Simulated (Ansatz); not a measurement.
Input and command of a plane-wave DFT calculation in Ansatz:

```yaml
crystal:
  lattice:
    - [3.371397318, 0.0, 0.0]
    - [0.0, 3.371397318, 0.0]
    - [0.0, 0.0, 25.7277205753]
  atoms:
    - { symbol: As, position: [0.0, 0.5, 0.2915143601] }
    - { symbol: B, position: [0.5, 0.5, 0.3378445023] }
    - { symbol: As, position: [0.5, 0.0, 0.3841746445] }
    - { symbol: B, position: [0.0, 0.0, 0.4305047867] }
    - { symbol: As, position: [0.0, 0.5, 0.4768349289] }
    - { symbol: B, position: [0.5, 0.5, 0.5231650711] }
    - { symbol: As, position: [0.5, 0.0, 0.5694952133] }
    - { symbol: B, position: [0.0, 0.0, 0.6158253555] }
    - { symbol: As, position: [0.0, 0.5, 0.6621554977] }
    - { symbol: B, position: [0.5, 0.5, 0.7084856399] }
basis:
  ecutwfc: 420
kpoints:
  mp_grid: { grid: [8, 8, 1] }
hamiltonian:
  xc: pbesol
scf:
  occupations: { method: gaussian, width: 0.05 }
output:
  forces: true
  stress: true
  eigenvalues: true
  write_density: true
  write_potential: true
  elf: true
  volumetric_format: npy
efield:
  axis: 3
  dipole_correction: true
  ramp_width: 0.04
```

```bash
ansatz run input.yaml --threads 1 --pin off --max-ram 2560MiB --backend cpu --events-out ev --progress --plain --runs-dir out
```

Processor: Intel(R) Xeon(R) Platinum 8259CL CPU @ 2.50GHz (Skylake/Cascade Lake), 1 thread, on a host shared with other jobs.

Q: Estimate time, memory and problem size.

A: About 53 s on 1 thread of Intel(R) Xeon(R) Platinum 8259CL CPU @ 2.50GHz (Skylake/Cascade Lake) (shared host), peak memory 0.66 GiB. It solves 55 bands at 25 k points (the mesh reduced by the symmetry that the task leaves, which can be less than the crystal's) with about 5741 plane waves, in 11 SCF iterations.
